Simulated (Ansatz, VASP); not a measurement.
**Tl in VASP and in Ansatz**

INCAR

```
ALGO     = Normal         # electronic algorithm
EDIFF    = 1E-6           # SCF threshold, eV
ENCUT    = 520            # plane-wave cutoff, eV
GGA      = RE             # functional
ISIF     = 2              # what is computed and relaxed
ISMEAR   = -1             # smearing method
LASPH    = T              # aspherical terms in the spheres
LCHARG   = F              # write CHGCAR
LREAL    = F              # projectors in reciprocal space
LWAVE    = F              # write WAVECAR
NBANDS   = 12             # bands
NELM     = 80             # most SCF steps
PREC     = Accurate       # precision mode
SIGMA    = 0.1            # smearing width, eV
```

File KPOINTS:

```
k-points
0
Gamma
  12 12 12
```

POSCAR

```
Tl
1.0
    0.0000000000      2.6086844613      2.6086844613
    2.6086844613      0.0000000000      2.6086844613
    2.6086844613      2.6086844613      0.0000000000
Tl
1
Direct
    0.0000000000      0.0000000000      0.0000000000
```

Input for Ansatz:

```yaml
crystal:
  lattice:
    - [0.0, 2.6086844613, 2.6086844613]
    - [2.6086844613, 0.0, 2.6086844613]
    - [2.6086844613, 2.6086844613, 0.0]
  atoms:
    - { symbol: Tl, position: [0.0, 0.0, 0.0] }
hamiltonian:
  xc: revpbe
  pseudopotentials:
    kind: paw
    azcp:
      Tl: "pseudopotentials/Tl.paw.azcp"
basis:
  ecutwfc: 420
  fft_grid_basis: typed
kpoints:
  mp_grid: { grid: [12, 12, 12], shift: [0, 0, 0] }
magnetization:
  spin_polarized: false
scf:
  occupations: { method: fermi_dirac, width: 0.1 }
  lower_state_search: "off"
output:
  stress: true
  write_density: true
  write_potential: true
  elf: true
  volumetric_format: npy
```

Alike in both runs: task single point; functional revPBE; k mesh 12 × 12 × 12; occupations fermi-dirac, width 0.1 eV; no spin polarisation.

|  | VASP | Ansatz |
| --- | --- | --- |
| version | VASP 6.6.1 | Ansatz 0.2.0 |
| potentials or method | VASP PAW PBE potentials, release 64 (Tl_d) | plane waves (420 eV) with PAW, scalar-relativistic |
| plane-wave cutoff (eV) | 520 | 420 |
| valence electrons in the cell | 13 | 13 |

```tsv
	VASP	Ansatz	Ansatz less VASP
pressure (GPa)	-1.4	-1.4	+0.05
```

The functional is the same, so the differences come from potentials, cutoffs and numerics.

Caveats: the PAW data sets were made with another functional, which shifts forces and pressure a little (VASP). The runs have no spin-orbit coupling, so splittings on Tl are missing.
